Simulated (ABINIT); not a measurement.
C: equation of state with PBEsol

**Measured values to compare with.**

“Equation of state of cubic boron nitride at high pressures and temperatures”, 2007, arxiv:cond-mat/0702656 quotes, for a bulk crystal of C: bulk modulus 444.8 ± 0.8 GPa.

The system is C.

```
C
1.0
     0.00000    1.78337    1.78337
     1.78337    0.00000    1.78337
     1.78337    1.78337    0.00000
C
2
Direct
  0.75000 0.75000 0.75000
  0.50000 0.50000 0.50000
```

This isn't the form of C at room conditions, which is graphite.

```json
{"Program": "ABINIT 10.8.3 (patched build)", "Task": "equation of state", "Functional": "PBEsol", "Potentials or basis": "JTH PAW PBE v2.0", "Cutoff": "707 eV", "k mesh": "13 × 13 × 13", "Occupations": "fermi-dirac, width 0.05 eV", "Spin": "no spin polarisation", "Fine-grid cutoff": "1306.15 eV", "Exchange and correlation inside the PAW spheres": "full angular mesh (pawxcdev 0, this build's default; the released program takes 1)"}
```

- Equilibrium volume: 5.61 Å³/atom
- Bulk modulus: 452 GPa
- Pressure derivative of the bulk modulus: 3.7

Energy against volume, from the lowest point:
```tsv
volume (Å³/atom)	energy (meV/atom)
5.332	19.97
5.445	6.26
5.558	0.00
5.672	0.51
5.785	7.05
5.899	19.33
6.012	36.59
```

It took 50 s on 1 thread of Arm Neoverse V2 (shared host), peak memory 0.12 GiB.

A measured bulk modulus of C is 444.8 GPa (quoted in “Equation of state of cubic boron nitride at high pressures and temperatures”, 2007, arxiv:cond-mat/0702656); the calculated 452 GPa misses it by +1.7 %. 3 values of this kind are on record (442 to 444.8 GPa); this one was drawn at random among those near their median, those with a stated uncertainty first. The fit is for a static lattice scaled at fixed shape and fixed fractional positions. The cell as given is a measured one (5.67 Å³/atom); PBEsol puts the equilibrium volume -1.2 % from it, thermal expansion not counted.

Caveat: pressures at fixed basis lie under the slope of the energies; the PAW data sets were made with another functional, which shifts forces and pressure a little; the atomic spheres overlap.
